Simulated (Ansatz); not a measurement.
## Bi: computed DOS

Space group C2/m (No. 12). a = 6.673 Å, b = 6.111 Å, c = 3.300 Å, α = 90.00°, β = 110.41°, γ = 90.00°
```
atom  site  symmetry       x       y       z
  Bi    4i         m  0.7518  0.5000  0.1490
```

The runs use the primitive cell with vectors (3.336, -3.055, 0.000), (3.336, 3.055, 0.000), (-1.151, 0.000, 3.093) Å, to which the k mesh refers.

Symmetry: C2/m, No. 12, monoclinic system. Conventional cell: a = 6.673 Å, b = 6.111 Å, c = 3.300 Å, α = 90.00°, β = 110.41°, γ = 90.00°. Around Bi (site symmetry m) lie 6 Bi at 3.15 to 3.31 Å.

The structure is an experimental refinement, used without relaxation.

No spin–orbit coupling, which matters for the heavy atoms here.

Theory: Ansatz 0.2.0, DFT, PBE, all-electron LAPW, scalar-relativistic.

Settings: a Γ-centred 8×8×12 k mesh, Fermi–Dirac smearing of 0.05 eV, basis error target 1 meV/atom, no spin polarisation.

States per eV and cell, averaged over 0.6 eV, from -10.0 to 5.4 eV, with energies (bin centres) from the Fermi level; empty bins are left out. 

```json
{"E (eV)": "-9.8", "total": "0.81"}
{"E (eV)": "-9.2", "total": "0.86"}
{"E (eV)": "-8.6", "total": "0.29"}
{"E (eV)": "-5.0", "total": "0.18"}
{"E (eV)": "-4.4", "total": "0.98"}
{"E (eV)": "-3.8", "total": "1.13"}
{"E (eV)": "-3.2", "total": "1.47"}
{"E (eV)": "-2.6", "total": "1.41"}
{"E (eV)": "-2.0", "total": "1.31"}
{"E (eV)": "-1.4", "total": "1.50"}
{"E (eV)": "-0.8", "total": "0.95"}
{"E (eV)": "-0.2", "total": "1.12"}
{"E (eV)": "0.4", "total": "1.17"}
{"E (eV)": "1.0", "total": "0.81"}
{"E (eV)": "1.6", "total": "1.16"}
{"E (eV)": "2.2", "total": "1.76"}
{"E (eV)": "2.8", "total": "1.63"}
{"E (eV)": "3.4", "total": "1.44"}
{"E (eV)": "4.0", "total": "1.08"}
{"E (eV)": "4.6", "total": "0.99"}
{"E (eV)": "5.2", "total": "0.85"}
```
